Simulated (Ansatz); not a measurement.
A (001) slab of Ru (P6_3/mmc (No. 194)), 6 planes, outer planes Ru (top) and Ru (bottom), with 6 atoms (Ru6) in a surface cell of A = 6.407 Å², as cut from the bulk:

```
Ru
1.0
     2.72000    0.00000    0.00000
    -1.36000    2.35559    0.00000
     0.00000    0.00000   25.74193
Ru
6
Direct
  0.66667 0.33333 0.29135
  0.33333 0.66667 0.37481
  0.66667 0.33333 0.45827
  0.33333 0.66667 0.54173
  0.66667 0.33333 0.62519
  0.33333 0.66667 0.70865
```

Theory: DFT PBE, scalar-relativistic, plane waves, PAW (Ansatz 0.2.0). Cutoff 420 eV; k points 15×15×1 on the computed 6-atom cell (Γ-centred); Gaussian smearing, width 0.10 eV; no spin polarisation.

Against the same 6 atoms in the bulk, the slab as cut lies 2.172 eV higher and the relaxed slab 2.094 eV higher.

(1) Work out the surface energy before and after relaxation.

(2) What is the ideal work of this cut, per area?

Results:

(1) The slab has two faces, so γ = (E_slab − N·E_bulk)/(2A), the mean of both. As cut: 2.172/(2 × 6.407) = 0.1695 eV/Å², and 1 eV/Å² = 16.02 J/m², so γ = 2.72 J/m². Relaxed: 2.094/(2 × 6.407) = 0.1634 eV/Å² = 2.62 J/m². Relaxation recovers 4 % of the cost of cutting.

(2) Griffith's ideal work is 2γ: 5.43 J/m² if the new faces stay rigid, 5.24 J/m² if they relax. One thickness was run, 6 planes, so γ can still shift with it.